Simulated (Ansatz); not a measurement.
The cell is COD entry 1008063, as deposited and not checked against the literature; nothing was relaxed.

TiTe$_{2}$: DFT, PBEsol, all-electron PAW with datasets made for the crystal, scalar-relativistic (Ansatz 0.2.0).

Command: `ansatz run input.yaml --threads 1 --pin off --max-ram 4096MiB --backend cpu --events-out ev --progress --plain --runs-dir out` The run took 85 s on 1 thread of AMD EPYC 7R43 64-Core Processor (Zen 3) (shared host), peak memory 0.91 GiB.

```yaml
crystal:
  lattice:
    - [3.7770008876, 0.0, 0.0]
    - [-1.8885004438, 3.2709787188, 0.0]
    - [0.0, 0.0, 6.498]
  atoms:
    - { symbol: Ti, position: [0.0, 0.0, 0.0] }
    - { symbol: Te, position: [0.6666666667, 0.3333333333, 0.2628] }
    - { symbol: Te, position: [0.3333333333, 0.6666666667, 0.7372] }
kpoints:
  mp_grid: { grid: [13, 13, 7] }
  band_path:
    path:
      - [0.0, 0.0, 0.0]
      - [0.5, 0.0, 0.0]
      - [0.3333333333, 0.3333333333, 0.0]
      - [0.0, 0.0, 0.0]
      - [0.0, 0.0, 0.5]
      - [0.5, 0.0, 0.5]
      - [0.3333333333, 0.3333333333, 0.5]
      - [0.0, 0.0, 0.5]
      - [0.5, 0.0, 0.5]
    npoints: 8
scf:
  occupations: { method: fermi_dirac, width: 0.03 }
hamiltonian:
  xc: pbesol
  pseudopotentials: { kind: all_electron, datasets: crystal }
output:
  forces: true
  stress: true
  eigenvalues: true
  efg: { contact_densities: true }
```

Output:

```
hamiltonian.pseudopotentials.datasets: crystal makes datasets for this crystal and solves the spheres of its atoms anew in each pass: cutoff 240.0 eV, the density's 960.0 eV; for an error of 0.50 meV an atom under PBE, 1.5 meV for the cell; an energy difference from a run of another recipe may be off by several times the error for the cell, under r2SCAN by more, where some 0.1 meV an atom stays at smaller errors; Ti in spheres of 1.376 Å, 12 of its electrons in bands; Te in spheres of 1.376 Å, 16 of its electrons in bands
Te: output.efg is read without spin–orbit coupling, which moves field gradients at and beside such atoms by some per cent and up to a factor of two; PAW files take it under magnetization.noncollinear and magnetization.spin_orbit
Engine: ansatz 0.2.0
Pseudopotentials: kind: all_electron
Pseudopotential: Ti, paw, valence charge 12, recommended cutoff 240 eV (normal), Koelling and Harmon's equation, gaussian nucleus
Pseudopotential: Te, paw, valence charge 16, recommended cutoff 240 eV (normal), Koelling and Harmon's equation, gaussian nucleus
Functional definition: PBEsol
  exchange = pbesol_x
  correlation = pbesol_c
Crystal: 3 atoms, lattice volume = 80.279 Å³
Basis set: ecut = 240 eV, 701 PW (Γ), exchange–correlation on 40×40×72 points (8 copies of the dense FFT grid, shifted against one another)
Bands: 27, of which v1, the nominal top of the filled ones, is band 22 counted from 1 (21 counted from 0)
Symmetry: 12 space group operations
Space group: P-3m1 (ITA 164), of the structure as read, at distance tolerance 4.3e-5 Å
k-points: 126 of 1183
Non-local potential: Ti, projectors of the file, l = 0: 2, l = 1: 2, l = 2: 2
Non-local potential: Te, projectors of the file, l = 0: 1, l = 1: 1, l = 2: 2
PAW form: soft (Blöchl's): semilocal exchange-correlation on the pseudo side does not see the compensation charge
PAW one-centre angular grid: Ti, 590 points (default); XC on its mesh's 1951 points in the sphere
PAW one-centre angular grid: Te, 590 points (default); XC on its mesh's 1857 points in the sphere
Initial density: superposition of atomic densities (neutral atoms: chi_scale 0, normalization atom)
Initial wavefunctions: pseudopotential atomic-orbital guess
Functional: x = pbesol(κ = 0.804, μ = 0.12345679012345678), c = pbesol(β = 0.046)
iter 1 solved again at ethr=2.54e-3 eV; its pass at ethr=1.00e-1 eV (dr2=1.12e0 eV) is discarded
SCF iter   1: F=—  HF=-392821.830493 eV  |F-HF|=—  |Δ(HF+E_count)|=         —  Δρ=2.58e-2  dr2=1.09e0  ethr=2.54e-3  ⟨swp⟩=3.0  Hψ=16275  notcnv=0
preconditioner: auto → Kerker (q_TF=auto, 2.468 Å⁻¹)  [metal: Δε(μ)=0.027 eV  Ē_g=6.415 eV  σ=0.030 eV  W_gap=0.22  n_scr=22 (ndim 8)  ℏωp=16.6 eV  f_vac=0.003  D(μ)=1.49/eV (n_scr^D=2)]
SCF iter   2: F=—  HF=-392821.742418 eV  |F-HF|=—  |Δ(HF+E_count)|=   8.81e-2  Δρ=1.68e-2  dr2=8.85e-1  ethr=2.48e-3  ⟨swp⟩=2.9  Hψ=6998  notcnv=0
SCF iter   3: F=—  HF=-392821.679509 eV  |F-HF|=—  |Δ(HF+E_count)|=   6.29e-2  Δρ=1.68e-2  dr2=3.00e-1  ethr=2.01e-3  ⟨swp⟩=3.1  Hψ=7559  notcnv=0
SCF iter   4: F=—  HF=-392821.608588 eV  |F-HF|=—  |Δ(HF+E_count)|=   7.09e-2  Δρ=4.55e-3  dr2=9.82e-2  ethr=6.82e-4  ⟨swp⟩=3.4  Hψ=8953  notcnv=0
iter 5 solved again at ethr=2.01e-5 eV; its pass at ethr=2.23e-4 eV (dr2=8.85e-3 eV) is discarded
SCF iter   5: F=—  HF=-392821.599813 eV  |F-HF|=—  |Δ(HF+E_count)|=   8.78e-3  Δρ=1.61e-3  dr2=8.33e-3  ethr=2.01e-5  ⟨swp⟩=2.7  Hψ=13589  notcnv=0
SCF iter   6: F=—  HF=-392821.598619 eV  |F-HF|=—  |Δ(HF+E_count)|=   1.19e-3  Δρ=9.40e-4  dr2=1.82e-3  ethr=1.89e-5  ⟨swp⟩=3.0  Hψ=6698  notcnv=0
SCF iter   7: F=—  HF=-392821.598554 eV  |F-HF|=—  |Δ(HF+E_count)|=   6.46e-5  Δρ=4.74e-4  dr2=3.95e-4  ethr=4.14e-6  ⟨swp⟩=3.0  Hψ=8403  notcnv=0
SCF iter   8: F=—  HF=-392821.598558 eV  |F-HF|=—  |Δ(HF+E_count)|=   3.88e-6  Δρ=3.28e-4  dr2=1.71e-4  ethr=8.97e-7  ⟨swp⟩=2.6  Hψ=6283  notcnv=0
SCF iter   9: F=—  HF=-392821.598553 eV  |F-HF|=—  |Δ(HF+E_count)|=   5.04e-6  Δρ=1.56e-4  dr2=3.52e-5  ethr=3.90e-7  ⟨swp⟩=3.2  Hψ=6567  notcnv=0
SCF iter  10: F=—  HF=-392821.598551 eV  |F-HF|=—  |Δ(HF+E_count)|=   1.96e-6  Δρ=1.06e-4  dr2=1.94e-5  ethr=8.01e-8  ⟨swp⟩=2.0  Hψ=6207  notcnv=0
SCF iter  11: F=—  HF=-392821.598550 eV  |F-HF|=—  |Δ(HF+E_count)|=   1.53e-6  Δρ=2.90e-5  dr2=1.23e-6  ethr=4.40e-8  ⟨swp⟩=2.5  Hψ=6269  notcnv=0
SCF iter  12: F=—  HF=-392821.598550 eV  |F-HF|=—  |Δ(HF+E_count)|=   4.85e-8  Δρ=1.04e-5  dr2=1.76e-7  ethr=2.81e-9  ⟨swp⟩=2.6  Hψ=6301  notcnv=0
SCF iter  13: F=-392821.598550 eV  HF=-392821.598550 eV  |F-HF|=1.96e-8  |Δ(HF+E_count)|=   5.70e-9  Δρ=3.79e-6  dr2=2.31e-8  ethr=3.99e-10  ⟨swp⟩=2.4  Hψ=6260  notcnv=0
SCF 1 converged in 13 iterations: F = -392821.598547 eV  dr2 = 2.31e-8
  Residual-converged pass: ⟨swp⟩=3.5  Hψ=7972  notcnv=0  max |occ|·‖R‖ = 6.4e-6 eV (tolerance 6.5e-6 eV)  dr2=2.32e-8  dr2_onsite=3.95e-9  max |Δocc| = 1.1e-9
  greatest PAW one-centre occupation: 0.998 electrons in one spin orbital (limit 2), on the Ti atom at site 0 (counted from 0), in its partial waves of l = 0
NSCF: frozen V_eff on 65 k-points
SCF converged after 13 iterations
Free energy (F): -392821.598547 eV
Harris-Foulkes:  -392821.598547 eV  (|F-HF|=1.96e-8)
Internal energy: -392821.594701 eV  (E = F + TS)
E sigma→0 (E₀):  -392821.596624 eV
Entropy (-TS):   -0.003845 eV (-1.282 meV/atom)
Past the cutoff: the bands carry plane waves up to 1.75 times it, of which those up to 1.5 times it add -0.000391 eV an atom, each by itself; the spheres take 0.000523 eV an atom off the energy for waves past 1.75 times it
By the cutoff:   a pressure is off by up to 0.008 GPa (1.2 times the spheres' own share and the shells' term, over an atom's volume, and 0.004 GPa: a bound that held against runs at twice the plane waves)
Past the cutoffs: a stress includes 0.0018 GPa for waves and charges beyond them, in addition to the slope of what the spheres take
In the spheres:  the bands' charges fall short by 2.0e-6 e at most (sound up to 1e-3)
Fermi energy:    11.933999 eV
--- Per-component energies (eV) ---
  The terms above E_closure are by the made datasets' own strengths, without shells solved beside the bands.
--- Forces (eV/Å), atoms counted from 1 ---
  atom   1  Ti    -0.00000000     0.00000000     0.00000000
  atom   2  Te     0.00000000    -0.00000000    -0.10961732
  atom   3  Te    -0.00000000     0.00000000     0.10961732
  max |Σ_I F_I| component: 1.39e-17 eV/Å
--- Stress (GPa, compression-positive) ---
       -2.611472       0.000000       0.000000
        0.000000      -2.611472      -0.000000
       -0.000000      -0.000000      -1.566444
  P = ⅓ Tr σ = -2.2631 GPa (-22.631 kbar)
--- PAW observables at the nuclei: V_zz in 10²¹ V/m², potentials from the cell's mean, atoms counted from 1 ---
  atom   1  Ti V_zz =    -2.919312   η = 0.0000   by run symmetry: allowed
            electrostatic potential = -2526.846060 V   contact ρ = 56683.324636 e/Å³
  atom   2  Te V_zz =    -6.460600   η = 0.0000   by run symmetry: allowed
            electrostatic potential = -8647.041609 V   contact ρ = 1466484.477153 e/Å³
  atom   3  Te V_zz =    -6.460600   η = 0.0000   by run symmetry: allowed
            electrostatic potential = -8647.041609 V   contact ρ = 1466484.477153 e/Å³
--- Band table (eV; the first three rows and the last of 126) ---
  k-point 0: bands = ["-45.3107", "-24.5205", "-24.5205", "-24.5165", "-24.5165", "-24.4981", "-24.4981", "-24.4963", "-24.4963", "-24.4896", "-24.4876", "-21.6647", "-21.6647", "-21.6338", "-0.5082", "0.9999", "6.6734", "10.2478", "10.2478", "12.2450", "12.3079", "12.3079", "12.5050", "12.9984"]
  k-point 1: bands = ["-45.3107", "-24.5210", "-24.5210", "-24.5160", "-24.5160", "-24.4979", "-24.4979", "-24.4963", "-24.4963", "-24.4895", "-24.4877", "-21.6647", "-21.6647", "-21.6338", "-0.4546", "0.8942", "6.8931", "10.2607", "10.2607", "11.6302", "12.3056", "12.3056", "12.7479", "12.9326"]
  k-point 2: bands = ["-45.3107", "-24.5220", "-24.5220", "-24.5153", "-24.5153", "-24.4976", "-24.4976", "-24.4965", "-24.4965", "-24.4892", "-24.4880", "-21.6647", "-21.6647", "-21.6338", "-0.2992", "0.6292", "7.4938", "10.2909", "10.2909", "10.6232", "12.3006", "12.3006", "12.7963", "12.7963"]
  k-point 125: bands = ["-45.3077", "-24.5218", "-24.5149", "-24.5142", "-24.5108", "-24.4996", "-24.4991", "-24.4978", "-24.4960", "-24.4829", "-24.4828", "-21.7007", "-21.6930", "-21.6124", "1.4999", "1.5536", "7.7267", "7.8111", "8.3714", "8.8467", "10.1430", "10.2566", "12.7926", "12.8681"]
```
